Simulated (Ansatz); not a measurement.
Predicting one run from its neighbours: the energy against the cutoff, InN (R3m, 2 atoms in the cell)

```xyz
2
Lattice="0.0000 2.4775 2.4775 2.4775 0.0000 2.4775 2.4775 2.4775 0.0000" Properties=species:S:1:pos:R:3 pbc="T T T"
In     0.0289     0.0289     0.0289
N      1.2388     1.2388     1.2388
```

Computed with LDA (PW92), default PAW files made with PBE (plane waves; Ansatz, a program for electronic structure).

Base settings: basis.ecutwfc = 420 eV; kpoints.mp_grid.grid = 9 9 9; hamiltonian.xc = lda; hamiltonian.pseudopotentials = {kind: paw} (the program's default PAW files); scf.occupations.method = fermi_dirac; scf.occupations.width = 0.02 eV.

The last step of the ladder, which sets the zero, is basis.ecutwfc = 1010 eV.

The starting cell has typed, rounded lattice constants, without a prior relaxation at this level. Its lattice was rescaled by up to half a per cent. One atom was moved a little off its site on purpose. The run gives no clean gap (levels at the Fermi energy touch, overlap or are partly filled at this smearing), which alone does not show that the compound is a metal.

An empirical form for the window shown: the miss falls exponentially with the largest wave vector, which goes as √cutoff: ln(ΔF) = a + b·√cutoff.

| basis.ecutwfc | √cutoff (√eV) | F less the last step's (meV/atom) | ln of it |
|---|---|---|---|
| 250 eV | 15.811 | 966.99 | 6.874 |
| 295 eV | 17.176 | 228.23 | 5.430 |
| 335 eV | 18.303 | 66.10 | 4.191 |
| 380 eV | 19.494 | ? | ? |
| 420 eV | 20.494 | 5.04 | 1.617 |

Fit the line to the 4 rows given and predict the withheld one.

Means: x̄ = 17.946, ȳ = 4.5280. Σ(x − x̄)(y − ȳ) = -13.24 and Σ(x − x̄)² = 11.77, so b = -1.125 and a = ȳ − b·x̄ = 24.717; ΔF halves for each 0.62 in √cutoff. The largest residual of the fitted rows is 0.065. At x = 19.494 the line gives 2.786, that is 16.2 meV/atom. The run gave 16.77 meV/atom, a miss of 0.57 meV/atom (3 %). The table is a window of a longer ladder. The rows were chosen because the form fits them, the withheld one included, so this shows the method and is no test of the form.

Left out of this page: 11 runs of the series outside the window shown, repeating another row's setting, or not comparable.

Keys are those of Ansatz 0.2.
